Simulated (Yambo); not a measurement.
RbCl:

```
CELL_PARAMETERS angstrom
0.00000 3.27400 3.27400
3.27400 0.00000 3.27400
3.27400 3.27400 0.00000
ATOMIC_POSITIONS crystal
Rb 0.00000 0.00000 0.00000
Cl 0.50000 0.50000 0.50000
```

Base run:

- Program: Yambo 5.3.0
- Functional: PBEsol
- Potentials or basis: PseudoDojo 0.4.1 SR PBEsol standard
- Cutoff: 789 eV
- Density cutoff: 3157 eV
- k mesh: 6 × 6 × 6
- Occupations: fixed
- Spin: no spin polarisation

Its results: band gap on the k mesh, mean-field level 4.89 eV, direct.

Question: The run is repeated on the same cell with these changes: functional from PBEsol to LDA; potentials or basis from PseudoDojo 0.4.1 SR PBEsol standard to PseudoDojo 0.4.1 SR LDA standard; cutoff from 789 eV to 762 eV; density cutoff from 3157 eV to 3048 eV. What comes out?

Answer: Band gap on the k mesh, mean-field level 4.60 eV, direct.

A k mesh can miss the band edges.
